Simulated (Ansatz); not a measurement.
# MoS2: the cost of one run

Computed with Ansatz 0.2.0 (DFT PBE, scalar-relativistic, unless a step's input says otherwise).

The COD entry's cell or inner coordinates are ideal or old and differ from later refinements, so a difference from it is no clean test against experiment.

### 1 The system as given

The structure is trigonal, space group R-3m (No. 166). Conventional cell: a = 3.171 Å, b = 3.171 Å, c = 18.345 Å, α = 90.00°, β = 90.00°, γ = 120.00°. Mo (site symmetry -3m) has 6 S at 2.39 Å as nearest neighbours. S (site symmetry 3m) has 3 Mo at 2.39 Å as nearest neighbours.

Coordinates:

```
CELL_PARAMETERS angstrom
1.58550 0.91539 6.11500
-1.58550 0.91539 6.11500
0.00000 -1.83078 6.11500
ATOMIC_POSITIONS crystal
Mo 0.00000 0.00000 0.00000
S 0.75000 0.75000 0.75000
S 0.25000 0.25000 0.25000
```

The geometry is a database entry used as it stands. It may stem from high pressure or temperature, or be incomplete, so it serves as a test cell.

Atoms are numbered in the order of the input: Mo1, S2, S3.

### 2 Full-potential LAPW

The input, input.yaml:

```yaml
crystal:
  lattice:
    - [1.5855007458, 0.9153892824, 6.115]
    - [-1.5855007458, 0.9153892824, 6.115]
    - [0.0, -1.8307785648, 6.115]
  atoms:
    - { symbol: Mo, position: [0.0, 0.0, 0.0] }
    - { symbol: S, position: [0.75, 0.75, 0.75] }
    - { symbol: S, position: [0.25, 0.25, 0.25] }
kpoints:
  mp_grid: { grid: [15, 15, 15] }
  band_path:
    path:
      - [0.0, 0.0, 0.0]
      - [0.5, 0.5, 0.5]
      - [0.8183941291, 0.1816058709, 0.5]
      - [0.5, -0.1816058709, 0.1816058709]
      - [0.5, 0.0, 0.0]
      - [0.0, 0.0, 0.0]
      - [0.3408029355, -0.3408029355, 0.0]
      - [0.6591970645, 0.0, 0.3408029355]
      - [0.5, 0.0, 0.5]
    npoints: 14
scf:
  occupations: { method: fermi_dirac, width: 0.05 }
hamiltonian:
  xc: pbe
  pseudopotentials: { kind: all_electron, lapw: { basis_error: 0.001 } }
output:
  forces: true
  stress: true
  eigenvalues: true
  populations: true
  dos: { projected: true, de: 0.2, e_range: [-14, 8] }
```

Started as:

```bash
> ansatz run input.yaml --threads 1 --pin off --max-ram 4096MiB --backend cpu --events-out ev --progress --plain --runs-dir out
```

What time and memory should one allow on 1 thread of Arm Neoverse V2, shared host?

About 2.6 min, with a peak of 1.4 GiB.
